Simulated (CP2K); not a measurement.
The system is MgO.

```
Mg O
1.0
     2.96561    0.00000    0.00000
     1.48280    2.56829    0.00000
     1.48280    0.85610    2.42141
Mg O
1 1
Direct
  0.00000 0.00000 0.00000
  0.50000 0.50000 0.50000
```

The cell is a database's computed one.

Program: CP2K 2026.2. Alike in all runs: task band structure; potentials or basis POTENTIAL_UZH Mg GTH-PBE-q10, O GTH-PBE-q6; TZVP-MOLOPT-PBE-GTH basis; no spin polarisation; cell as given; k mesh 11 × 11 × 11; smearing fermi-dirac 0.05 eV.

**Question.** Order these runs on this cell by their band gap on the k mesh, lowest first.
A. level LDA
B. level TPSS
C. level PBE

**Answer.** A (4.56 eV), C (4.82 eV), B (5.00 eV).

Caveats: the basis of atomic orbitals isn't converged, which shifts pressures, moduli and gaps.
